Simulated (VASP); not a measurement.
Here is a VASP 6.6.1 calculation.

INCAR

```
SYSTEM = C
  PREC = Accurate
  ENCUT = 520
  EDIFF = 1E-7
  ISMEAR = 0
  SIGMA = 0.02
  LREAL = .False.
  LASPH = .True.
  NELM = 80
  ALGO = Normal
  ISIF = 2
  LWAVE = .False.
  LCHARG = .False.
  GGA = PE
```

File KPOINTS:

```
Automatic mesh
0
Gamma
  10 10 10
  0 0 0
```

POSCAR

```
C                                       
1.0
    0.0000000000      1.8044071936      1.8044071936
    1.8044071936      0.0000000000      1.8044071936
    1.8044071936      1.8044071936      0.0000000000
  C             
     2
Direct
     0.0000000000000000    0.0000000000000000    0.0000000000000000
     0.2500000000000000    0.2500000000000000    0.2500000000000000
```

Potentials or basis: VASP PAW PBE potentials, release 64 (C).

Run with:

```bash
$ cat potpaw_PBE.64/C/POTCAR > POTCAR
$ mpirun -np 1 vasp_std > vasp.out
```

**Question.** Predict the pressure.

**Answer.** -12.2 GPa.

**Question.** Estimate the band gap on the k mesh.

**Answer.** 4.09 eV, indirect (least direct gap 5.49 eV).

A k mesh can miss the band edges.
